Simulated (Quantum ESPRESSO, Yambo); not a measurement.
An input for Yambo 5.3.0 (BaS (Fm-3m)):

```
optics
bss
bse
em1s
dipoles
rim_cut
RandQpts= 1000000
RandGvec= 1 RL
Chimod= "HARTREE"
BSKmod= "SEX"
BSEmod= "resonant"
BSSmod= "d"
BSENGexx= 30 Ry
BSENGBlk= 4 Ry
% BSEQptR
 1 | 1 |
%
% BSEBands
 6 | 14 |
%
% BEnRange
 0 | 7 | eV
%
% BDmRange
 0.1 | 0.1 | eV
%
BEnSteps= 141
% BLongDir
 1 | 0 | 0 |
%
% BndsRnXs
 1 | 76 |
%
NGsBlkXs= 4 Ry
% LongDrXs
 1 | 1 | 1 |
%
% KfnQP_E
 1.512 | 1.0 | 1.0 |
%
WRbsWF
```

```sh
OMP_NUM_THREADS=1 mpirun -n 4 yambo -F bse11.in -J bse11 -C bse11 > bse11.log
```

The stored states that it reads are on a 6×6×6 mesh. Symmetry: Fm-3m, No. 225, cubic system. Conventional cell: a = 6.388 Å, b = 6.388 Å, c = 6.388 Å, α = 90.00°, β = 90.00°, γ = 90.00°. Nearest to Ba lie 6 S at 3.19 Å. Nearest to S lie 6 Ba at 3.19 Å. Farther neighbours and most contacts between anions are not listed.

Q: Estimate wall time and host memory on 4 MPI ranks of Arm Neoverse V2, shared host.

It took 3.4 min; on shared hardware allow 1.7 min to 6.8 min. Peak host memory was 2.2 GiB.

The kernel grows as the square of the matrix size, and full diagonalisation as its cube.

[Paths, hosts, dates, memory and timing lines, banners, echoed tables and standing remarks are left out of the program output.]

[Logs are printed without paths, hosts, clocks, repeated set-up lines and the standing remarks that a program may print on its own settings, such as how far it seeks lower states.]

[Runs of the session that timed out or met a known fault of the program may be left out.]

[Hosts, paths, dates, database ids (printed as entryN), source tags and the programs' standing remarks are cut or masked in the printed files.]
